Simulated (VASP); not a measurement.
# ZrSe2: the band gap up a ladder of functionals, part 6 of 6

How far up the ladder of functionals must one climb to get the gap of ZrSe2 right? LASPH is on for some levels and off for others; the table marks which. The start is a computed cell from the Materials Project.

VASP 6.6.1, plane waves and PAW; the level of theory is named at each step.

So far, least gap on mesh and path (eV): step 2 (bands, level LDA, k 4×4×2) 0.289; step 5 (bands, level TB-mBJ, k 4×4×2) 0.906; step 7 (bands, level HSE06, k 4×4×2) 1.14; step 9 (bands, level PBE-EpsX, k 4×4×2) 0.762; step 10 (bands, level B3LYP, k 4×4×2) 1.56.

## Step 11: Bands with HSE03, k 4×4×2

This step: HSE03; plane waves and PAW (Zr_sv, Se) (VASP 6.6.1).

HSE03, as typed here, screens exact exchange more strongly than HSE06 (HFSCREEN 0.3 against 0.2).

File INCAR:

```
SYSTEM = ZrSe2
PREC = Accurate
ENCUT = 400
EDIFF = 1E-06
NELM = 100
ISMEAR = 0
SIGMA = 0.02
LREAL = .FALSE.
ALGO = Normal
LHFCALC = .TRUE.
AEXX = 0.25
GGA = PE
HFSCREEN = 0.3
LASPH = .TRUE.
NBANDS = 18
PRECFOCK = Fast
LORBIT = 11
LWAVE = .FALSE.
LCHARG = .FALSE.
KPAR = 4
```

File POSCAR:

```
ZrSe2
1.0
    3.8111525102      0.0000000000      0.0000000000
   -1.9055762551      3.3005548915      0.0000000000
    0.0000000000      0.0000000000      6.3999068900
Zr Se
1 2
Direct
    0.0000000000      0.0000000000      0.0000000000
    0.6666666700      0.3333333300      0.7558824100
    0.3333333300      0.6666666700      0.2441175900
```

File KPOINTS:

```
Automatic mesh
0
Gamma
4 4 2
0 0 0
```

File KPOINTS_OPT:

```
Line mode
6
Line-mode
Reciprocal
  0.00000000   0.00000000   0.00000000 GAMMA
  0.50000000   0.00000000   0.00000000 M

  0.50000000   0.00000000   0.00000000 M
  0.33333333   0.33333333   0.00000000 K

  0.33333333   0.33333333   0.00000000 K
  0.00000000   0.00000000   0.00000000 GAMMA

  0.00000000   0.00000000   0.00000000 GAMMA
  0.00000000   0.00000000   0.50000000 A

  0.00000000   0.00000000   0.50000000 A
  0.50000000   0.00000000   0.50000000 L

  0.50000000   0.00000000   0.50000000 L
  0.33333333   0.33333333   0.50000000 H

  0.33333333   0.33333333   0.50000000 H
  0.00000000   0.00000000   0.50000000 A

  0.50000000   0.00000000   0.50000000 L
  0.50000000   0.00000000   0.00000000 M

  0.33333333   0.33333333   0.00000000 K
  0.33333333   0.33333333   0.50000000 H
```

The projector-augmented-wave data sets are Zr_sv and Se (PBE family, release 64).

Run with:

```sh
$ mpirun -np 4 vasp_std
```

Numbers of over 12 decimals in the logs are rounded to 6 here.

The program printed:

```text
[... set-up lines as in an earlier step ...]
 entering main loop
       N       E                     dE             d eps       ncg     rms          rms(c)
DAV:   1    -0.225799621050E+02   -0.22580E+02   -0.10152E+00   304   0.597E+00    0.287E+00
DAV:   2    -0.225422267127E+02    0.37735E-01   -0.93059E-02   306   0.220E+00    0.172E+00
DAV:   3    -0.225434327594E+02   -0.12060E-02   -0.29278E-02   348   0.910E-01    0.104E+00
DAV:   4    -0.225427614874E+02    0.67127E-03   -0.23766E-03   368   0.320E-01    0.571E-01
DAV:   5    -0.225424633186E+02    0.29817E-03   -0.13937E-03   310   0.184E-01    0.288E-01
DAV:   6    -0.225424524091E+02    0.10909E-04   -0.17479E-04   336   0.725E-02    0.150E-01
DAV:   7    -0.225424313864E+02    0.21023E-04   -0.32101E-05   324   0.347E-02    0.841E-02
DAV:   8    -0.225424296403E+02    0.17461E-05   -0.75767E-06   356   0.184E-02    0.443E-02
DAV:   9    -0.225424291800E+02    0.46036E-06   -0.12560E-06   192   0.942E-03
   1 F= -.22542429E+02 E0= -.22542429E+02  d E =-.159404E-57
 Start KPOINTS_OPT (optional k-point list driver)
k-point batch [1-8\54]
       N       E                     dE             ncg
DAV:   1    -0.763022478328E+03   -0.42523E+04      288
DAV:   2    -0.213809857976E+04   -0.13751E+04      368
DAV:   3    -0.226140754964E+04   -0.12331E+03      500
DAV:   4    -0.226554010122E+04   -0.41326E+01      382
DAV:   5    -0.226567154842E+04   -0.13145E+00      448
DAV:   6    -0.226567599135E+04   -0.44429E-02      446
DAV:   7    -0.226567609423E+04   -0.10289E-03      458
DAV:   8    -0.226567609675E+04   -0.25192E-05      312
DAV:   9    -0.226567609683E+04   -0.74423E-07      320
[...]
k-point batch [49-54\54]
       N       E                     dE             ncg
DAV:   1     0.715789567472E+03   -0.52978E+04      224
DAV:   2    -0.260090185319E+03   -0.97588E+03      252
DAV:   3    -0.331968538583E+03   -0.71878E+02      348
DAV:   4    -0.334429412368E+03   -0.24609E+01      288
DAV:   5    -0.334501690224E+03   -0.72278E-01      310
DAV:   6    -0.334504182012E+03   -0.24918E-02      326
DAV:   7    -0.334504229383E+03   -0.47371E-04      310
DAV:   8    -0.334504230198E+03   -0.81495E-06      240
```

The job ended after 2 min (4 MPI ranks of Intel Xeon 6975P-C (Granite Rapids), shared host; peak memory 1.2 GiB).

From OUTCAR (step 11):

```text
 POSITION                                       TOTAL-FORCE (eV/Angst)
 -----------------------------------------------------------------------------------
      0.00000      0.00000      0.00000        -0.000000      0.000000      0.000000
      1.90558      1.10018      4.83758        -0.000000     -0.000000      0.143066
     -0.00000      2.20037      1.56233         0.000000      0.000000     -0.143066
 -----------------------------------------------------------------------------------
    total drift:                                0.000001      0.000000      0.000000

  FREE ENERGIE OF THE ION-ELECTRON SYSTEM (eV)
  ---------------------------------------------------
  free  energy   TOTEN  =       -22.5424291800 eV

  energy  without entropy=      -22.5424291800  energy(sigma->0) =      -22.54242918

[... 2 parts as in an earlier step ...]

[... 1 further part left out ...]
[key lines of the parts left out:]
E-fermi :   3.6435
```

The electronic bands at the labelled points (eV, zero at the valence-band top; v1 is the highest filled band, c1 the lowest empty one):

```csv
point,v4,v3,v2,v1,c1,c2,c3,c4
Γ,-2.84,-0.10,0.00,0.00,1.70,1.70,2.26,5.04
0.40 of the way,-2.67,-2.16,-0.86,-0.30,1.60,2.62,2.81,4.59
M,-2.72,-2.64,-2.10,-1.36,1.13,3.29,3.65,5.58
0.40 of the way,-2.63,-2.59,-2.14,-1.92,1.74,3.25,3.49,5.03
K,-3.70,-2.38,-2.38,-1.93,2.41,3.30,3.30,4.76
0.40 of the way,-3.34,-2.57,-2.18,-1.04,2.03,2.78,3.54,4.23
Γ,-2.84,-0.10,0.00,0.00,1.70,1.70,2.26,5.04
0.40 of the way,-2.83,-0.74,-0.04,-0.04,1.69,1.69,2.46,5.14
A,-2.80,-1.94,-0.12,-0.12,1.68,1.68,2.64,5.35
0.40 of the way,-2.67,-2.02,-1.03,-0.88,1.57,2.65,3.34,4.17
L,-2.77,-2.64,-1.13,-1.12,0.95,3.28,3.64,5.25
0.40 of the way,-2.72,-2.61,-1.84,-1.33,1.49,3.26,3.44,4.91
H,-3.59,-2.40,-2.12,-2.12,2.48,2.96,2.96,5.46
0.40 of the way,-2.61,-2.23,-2.19,-1.16,2.19,2.35,3.53,4.63
A,-2.80,-1.94,-0.12,-0.12,1.68,1.68,2.64,5.35
jump to L,-2.77,-2.64,-1.13,-1.12,0.95,3.28,3.64,5.25
0.60 of the way,-2.69,-2.67,-1.72,-1.28,1.08,3.29,3.65,5.54
M,-2.72,-2.64,-2.10,-1.36,1.13,3.29,3.65,5.58
jump to K,-3.70,-2.38,-2.38,-1.93,2.41,3.30,3.30,4.76
0.40 of the way,-3.76,-2.29,-2.29,-2.07,2.44,3.17,3.17,4.99
H,-3.59,-2.40,-2.12,-2.12,2.48,2.96,2.96,5.46
```

Of the projections kept (Zr, Se), the largest for each band there; the rest of the weight can lie on other orbitals:

```csv
point,v4,v3,v2,v1,c1,c2,c3,c4
Γ,Se 0.55,Se 0.99,Se 0.98,Se 0.98,Zr 0.95,Zr 0.95,Zr 0.87,Zr 0.58
M,Se 0.65,Se 0.59,Se 0.95,Se 0.95,Zr 0.78,Zr 0.99,Zr 0.95,Zr 0.81
K,Se 0.71,Se 0.75,Se 0.75,Se 0.92,Zr 0.94,Zr 0.80,Zr 0.80,Zr 0.82
Γ,Se 0.55,Se 0.99,Se 0.98,Se 0.98,Zr 0.95,Zr 0.95,Zr 0.87,Zr 0.58
A,Se 0.54,Se 0.99,Se 0.98,Se 0.98,Zr 0.95,Zr 0.95,Zr 0.79,Zr 0.57
L,Se 0.60,Se 0.66,Se 0.94,Se 0.95,Zr 0.84,Zr 0.99,Zr 0.95,Zr 0.70
```

The electronic bands as a text plot (rows in eV, shown from -4.9 to 4.2 only):

```
    4.0 |                            ++
    3.6 |      ++++     ++               ++++     ++++   ++++
    3.2 |    +++++++++++  ++         ++++++++++ ++       +++++++
    2.8 |  ++++         ++          +         ++      ++        +
    2.5 | +++       ++++  ++++ +++++ ++       ++++++    +    ++++
    2.1 |++        +    +++++++     +             ++++++
    1.7 |++++     +           +++++++++      +          +
    1.3 |    +++ +                     ++   +
    1.0 |       +                        +++             ++++
    0.6 |
    0.2 |
   -0.2 |****               ********                    *
   -0.6 |                 ****  *   *                 **
   -0.9 | *****         **  **      ***** *         ****
   -1.3 |    ****         **     *  *  *** **     ****** ****
   -1.7 |      * * **  *          *         **  **         *
   -2.1 |  **   ***  ** ****       * **      *********  *   *****
   -2.5 |    *************             *************     *  *** *
   -2.8 |****  *** *      ********************  **  *********
   -3.2 |  *******  *  *******      *         *       **    *
   -3.6 |    **   ********          ***** ***  *    **** *** ****
   -4.0 |    **     ****  **      **   ***   *********  *    ****
   -4.3 |  **  *   *             *           *  **
   -4.7 |**     ***         *****        ****            ****
         Γ      M    K        Γ   A       L    H       A|L M|K  H
```

The gap is 0.95 eV, indirect, from Γ to L. Against LDA that is +0.66 eV; this run took 9.3 times the core time, on fewer points of the path. The gap lies -0.25 eV from the measured 1.20 eV.

## Step 12: Bands with PBE + SOC

This step: PBE, spin-orbit coupling; plane waves and PAW (Zr_sv, Se) (VASP 6.6.1).

Spin-orbit coupling needs spinors and the noncollinear program, where each band holds one electron.

File INCAR:

```
SYSTEM = ZrSe2
PREC = Accurate
ENCUT = 400
EDIFF = 1E-06
NELM = 100
ISMEAR = 0
SIGMA = 0.02
LREAL = .FALSE.
ALGO = Normal
GGA = PE
LNONCOLLINEAR = .TRUE.
MAGMOM = 0 0 0 0 0 0 0 0 0
NBANDS = 36
GGA_COMPAT = .FALSE.
LASPH = .TRUE.
LSORBIT = .TRUE.
LMAXMIX = 4
LORBIT = 11
LWAVE = .FALSE.
LCHARG = .FALSE.
KPAR = 4
```

POSCAR is that of step 11.

File KPOINTS:

```
Automatic mesh
0
Gamma
5 5 3
0 0 0
```

KPOINTS_OPT: that of step 11 with these lines changed.

```diff
@@ -1,3 +1,3 @@
 Line mode
-6
+16
 Line-mode
```

Run with:

```sh
$ mpirun -np 4 vasp_ncl
```

The program printed:

```text
[... set-up lines as in an earlier step ...]
 entering main loop
       N       E                     dE             d eps       ncg     rms          rms(c)
DAV:   1     0.156673432842E+03    0.15667E+03   -0.96363E+03   888   0.987E+02
DAV:   2    -0.876146588146E+01   -0.16543E+03   -0.15762E+03  1084   0.269E+02
DAV:   3    -0.206258013415E+02   -0.11864E+02   -0.11740E+02  1264   0.613E+01
DAV:   4    -0.213436304507E+02   -0.71783E+00   -0.71540E+00  1312   0.118E+01
[...]
DAV:  13    -0.196588324209E+02   -0.84728E-05   -0.12699E-05   940   0.208E-02    0.641E-03
DAV:  14    -0.196588336770E+02   -0.12560E-05   -0.86342E-07   852   0.572E-03    0.383E-03
DAV:  15    -0.196588341504E+02   -0.47340E-06   -0.38740E-07   680   0.361E-03
   1 F= -.19658834E+02 E0= -.19658834E+02  d E =-.123428E-12  mag=     0.0000     0.0000     0.0000
 Start KPOINTS_OPT (optional k-point list driver)
k-point batch [1-12\144]
       N       E                     dE             ncg
DAV:   1    -0.775771630800E+03   -0.28957E+04      896
DAV:   2    -0.279219266382E+04   -0.20164E+04     1072
DAV:   3    -0.294489348723E+04   -0.15270E+03     1212
DAV:   4    -0.295648028626E+04   -0.11587E+02     1344
DAV:   5    -0.295677476559E+04   -0.29448E+00     1164
DAV:   6    -0.295677857152E+04   -0.38059E-02     1276
DAV:   7    -0.295677871010E+04   -0.13859E-03     1180
DAV:   8    -0.295677871207E+04   -0.19703E-05     1168
DAV:   9    -0.295677871211E+04   -0.34307E-07      712
[...]
k-point batch [133-144\144]
       N       E                     dE             ncg
DAV:   1    -0.111406267237E+04   -0.10021E+05      936
DAV:   2    -0.290250543141E+04   -0.17884E+04     1032
DAV:   3    -0.303587517999E+04   -0.13337E+03     1348
DAV:   4    -0.304187139421E+04   -0.59962E+01     1220
DAV:   5    -0.304203091460E+04   -0.15952E+00     1212
DAV:   6    -0.304203247050E+04   -0.15559E-02     1124
DAV:   7    -0.304203251115E+04   -0.40647E-04     1244
DAV:   8    -0.304203251190E+04   -0.74912E-06      908
```

Run time: 77 s. Hardware: 4 MPI ranks; peak memory 1.3 GiB.

Parts of OUTCAR (step 12):

```text
  Total        0.2758115      0.2758115      0.6103534     -0.0000000      0.0000000      0.0000000
  in kB        5.4891613      5.4891613     12.1471673     -0.0000000      0.0000000      0.0000000
  external PRESSURE =       7.7084966 kB  Pullay stress =       0.0000000 kB

 POSITION                                       TOTAL-FORCE (eV/Angst)
 -----------------------------------------------------------------------------------
      0.00000      0.00000      0.00000         0.000000      0.000000      0.000000
      1.90558      1.10018      4.83758         0.000000     -0.000000     -0.115739
     -0.00000      2.20037      1.56233        -0.000000      0.000000      0.115739
 -----------------------------------------------------------------------------------
    total drift:                                0.000000      0.000000      0.000000

  FREE ENERGIE OF THE ION-ELECTRON SYSTEM (eV)
  ---------------------------------------------------
  free  energy   TOTEN  =       -19.6588341504 eV

  energy  without entropy=      -19.6588341504  energy(sigma->0) =      -19.65883415

 magnetization (x)
# of ion       s       p       d       tot
------------------------------------------
    1       -0.000   0.000   0.000  -0.000
    2        0.000  -0.000   0.000  -0.000
    3        0.000   0.000   0.000   0.000
--------------------------------------------------
tot          0.000   0.000   0.000   0.000

 magnetization (y)
# of ion       s       p       d       tot
------------------------------------------
    1        0.000   0.000   0.000   0.000
    2       -0.000   0.000   0.000  -0.000
    3       -0.000   0.000   0.000  -0.000
--------------------------------------------------
tot         -0.000   0.000   0.000  -0.000

 magnetization (z)
# of ion       s       p       d       tot
------------------------------------------
    1        0.000   0.000  -0.000   0.000
    2        0.000   0.000   0.000   0.000
    3        0.000   0.000   0.000   0.000
--------------------------------------------------
tot          0.000   0.000  -0.000   0.000

[... 1 part as in an earlier step ...]

[... 2 further parts left out ...]
[key lines of the parts left out:]
E-fermi :   4.2152
```

LASPH is switched on together with spin-orbit coupling, so the change from the scalar run holds both.

Electronic bands along the path, in eV, zero at the valence-band top; v1 is the highest filled band, c1 the lowest empty one:

```csv
point,v4,v3,v2,v1,c1,c2,c3,c4
Γ,-0.08,-0.08,0.00,0.00,0.92,0.92,0.93,0.93
0.47 of the way,-1.14,-1.14,-0.61,-0.61,0.78,0.78,1.92,1.92
M,-2.12,-2.12,-1.36,-1.36,0.45,0.45,2.36,2.36
0.47 of the way,-2.33,-2.33,-1.86,-1.86,1.16,1.16,2.35,2.35
K,-2.35,-2.35,-1.88,-1.88,1.58,1.58,2.38,2.38
0.47 of the way,-1.99,-1.99,-0.92,-0.92,1.18,1.18,1.89,1.89
Γ,-0.08,-0.08,0.00,0.00,0.92,0.92,0.93,0.93
0.47 of the way,-0.32,-0.32,-0.05,-0.05,0.92,0.92,0.93,0.93
A,-0.41,-0.41,-0.12,-0.12,0.91,0.91,0.91,0.91
0.47 of the way,-1.20,-1.20,-1.00,-1.00,0.75,0.75,1.98,1.98
L,-1.32,-1.32,-1.02,-1.02,0.26,0.26,2.36,2.36
0.47 of the way,-2.02,-2.02,-1.43,-1.43,0.89,0.89,2.33,2.33
H,-2.13,-2.13,-2.09,-2.09,1.63,1.63,2.05,2.05
0.47 of the way,-2.00,-2.00,-1.10,-1.10,1.34,1.34,1.55,1.55
A,-0.41,-0.41,-0.12,-0.12,0.91,0.91,0.91,0.91
jump to L,-1.32,-1.32,-1.02,-1.02,0.26,0.26,2.36,2.36
0.53 of the way,-1.71,-1.71,-1.24,-1.24,0.39,0.39,2.36,2.36
M,-2.12,-2.12,-1.36,-1.36,0.45,0.45,2.36,2.36
jump to K,-2.35,-2.35,-1.88,-1.88,1.58,1.58,2.38,2.38
0.47 of the way,-2.25,-2.25,-2.05,-2.05,1.60,1.60,2.21,2.21
H,-2.13,-2.13,-2.09,-2.09,1.63,1.63,2.05,2.05
```

Of the projections kept (Zr, Se), the largest for each band there; the rest of the weight can lie on other orbitals:

```csv
point,v4,v3,v2,v1,c1,c2,c3,c4
Γ,Se 0.99,Se 0.99,Se 0.98,Se 0.98,Zr 0.95,Zr 0.95,Zr 0.95,Zr 0.95
M,Se 0.95,Se 0.95,Se 0.95,Se 0.95,Zr 0.77,Zr 0.77,Zr 0.99,Zr 0.99
K,Se 0.73,Se 0.73,Se 0.92,Se 0.92,Zr 0.94,Zr 0.94,Zr 0.79,Zr 0.79
Γ,Se 0.99,Se 0.99,Se 0.98,Se 0.98,Zr 0.95,Zr 0.95,Zr 0.95,Zr 0.95
A,Se 0.98,Se 0.98,Se 0.98,Se 0.98,Zr 0.95,Zr 0.95,Zr 0.95,Zr 0.95
L,Se 0.95,Se 0.95,Se 0.95,Se 0.95,Zr 0.83,Zr 0.83,Zr 0.99,Zr 0.99
```

The gap is 0.26 eV, indirect, from Γ to L. Against PBE that is -0.13 eV, on another mesh; this run took 5.2 times the core time. The gap lies -0.94 eV from the measured 1.20 eV.

## Step 13: The ladder as a table

This step: ladder of functionals on one cell; plane waves and PAW (VASP 6.6.1).

This step runs nothing: it gathers the runs above.

A gap of 0 means none; cost is the wall time of each run, as given at its step, times its ranks, without the set-up around it; LASPH differs between rows, which moves results and costs too. Results by level, by row:

```csv
level,gap (eV),least direct gap (eV),pressure (GPa),cost (core minutes),LASPH
LDA,0.289,0.959,-3.52,0.853,off
PBEsol,0.33,1.007,-1.83,1.17,off
PBE,0.391,1.054,1.02,0.987,off
TB-mBJ,0.906,1.481,-,2.73,on
HSE06,1.136,1.893,-,6.73,on
PBE-EpsX,0.762,1.451,-,6.73,on
B3LYP,1.563,2.251,-,7.8,on
HSE03,0.951,1.699,-,7.95,on
PBE + SOC,0.263,0.924,0.77,5.13,on
```

## Step 14: Summary of results

```json
{
 "gap, LDA": "0.289 eV",
 "gap, PBEsol": "0.330 eV",
 "gap, PBE": "0.391 eV",
 "gap, TB-mBJ": "0.906 eV",
 "gap, HSE06": "1.14 eV",
 "gap, PBE-EpsX": "0.762 eV",
 "gap, B3LYP": "1.56 eV",
 "gap, HSE03": "0.951 eV",
 "gap, PBE + SOC": "0.263 eV"
}
```

**Reading.** For ZrSe2, without spin-orbit coupling, the functional decides between a gap of 0.289 eV (LDA) and 1.56 eV (B3LYP), while across these levels the cost spans a factor of 9.3. The cheapest level whose gap lies within 0.15 eV of experiment (a bound picked here) is HSE06, at 6.7 core minutes. The measured gap holds spin-orbit coupling, which only the runs so named include; it raises a p-like valence top, so a match without it is partly luck. In most such crystals zero-point and thermal motion narrow the gap, so the static value to match lies above the measured one, and levels a little over it fare better than the table shows. HSE06 moves the gap by +0.75 eV from PBE, at about 6.8 times the core time, though on fewer points of the path. Spin-orbit coupling changes the PBE gap by -0.13 eV (the two runs use different meshes). Adding the spin-orbit shift of PBE (-0.13 eV) to levels run without it gives estimates of 0.78 eV for TB-mBJ, 1.01 eV for HSE06, 0.63 eV for PBE-EpsX and 1.43 eV for B3LYP; the shift need not carry over unchanged. TB-mBJ lands -0.23 eV from HSE06 at 41 % of its cost. All levels use one geometry, and one mesh but for spin-orbit runs, kept coarse to afford the hybrids, so no gap here is fully converged. Costs come from a shared host, and the hybrids use PRECFOCK = Fast. These are single-particle gaps of a static lattice, without excitons or temperature. LASPH is on for some levels and off for others, so differences between them are not the functional's alone. The spin-orbit shifts include the switch to LASPH.

Calculation against experiment:

| quantity | measured | PBEsol | PBE | TB-mBJ | HSE06 | PBE + spin-orbit | HSE06 plus the spin-orbit shift of PBE | B3LYP plus the spin-orbit shift of PBE |
| --- | --- | --- | --- | --- | --- | --- | --- | --- |
| band gap (least gap) (eV) | 1.2 | 0.33 (-0.87 eV) | 0.39 (-0.81 eV) | 0.91 (-0.29 eV) | 1.14 (-0.06 eV) | 0.26 (-0.94 eV) | 1.01 (-0.19 eV) | 1.43 (+0.23 eV) |

Measured values from arxiv:2210.12074 (2022).

Verdict: For the band gap, of the levels listed nearest comes HSE06 (-0.06 eV, good agreement) and farthest PBE + spin-orbit (-0.94 eV, a clear miss). Zero-point and thermal motion shift the measured gap. No cell relaxation is part of this session.

[Lines on the potential files, build, host, timing and source positions are cut from VASP's logs without a mark.]

[Logs are printed without paths, hosts, clocks, repeated set-up lines and the standing remarks that a program may print on its own settings, such as how far it seeks lower states.]

[Hosts, paths, dates, database ids (printed as entryN), source tags and the programs' standing remarks are cut or masked in the printed files.]

[A measured line is paired with the nearest computed mode of its activity, which favours agreement.]

[In band tables of VASP the shares of atoms and orbitals are scaled to a sum of 1 inside the atoms' spheres.]
